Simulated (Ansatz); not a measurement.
HfO2: strain energy, fitted

HfO2, P4_2/nmc, a = 3.604 Å, c = 5.264 Å. This isn't the usual stable structure of the compound. Ansatz: PBE, PAW, 420 eV, Γ-centred 6×6×4 mesh on 6 atoms, Gaussian smearing 0.02 eV; no spin polarisation. Series: shear of c along a, cell held, atoms relaxed; x is the strain in per cent (engineering shear). y is the free energy over the unstrained cell, V0 = 11.397 Å³/atom. Symmetry makes y even in x.

```tsv
x (%)	y (meV/atom)
0.0	0.00
1.5	0.00
3.0	0.04
4.5	0.13
6.0	0.24
9.0	?
```

Question: Fit y = c2 x² + c4 x⁴ to the other rows, turn c2 into a modulus, and predict the missing energy.

Answer: Least squares on the rows shown. y = 0.004966 x² + 4.907×10⁻⁵ x⁴. In eV per unit strain² c2 is 0.04966; this is the shear stiffness (E = ½ C V0 γ²): 2 × 0.04966 × 160.2 / (11.397) = 1.4 GPa. Energies this small carry numerical noise of a few hundredths of a meV. With a term in x⁶ added, the coefficient of x² becomes 0.001126, 77 % less, which shows how far this figure hangs on the form. At x = 9.0 the fit asked for gives 0.72 meV/atom. The run gave 0.60 meV/atom, so the fit is 0.12 meV/atom too high, small in itself but 20 % of the span of the series.

Spin–orbit coupling is left out, which can shift energies with elements as heavy as these.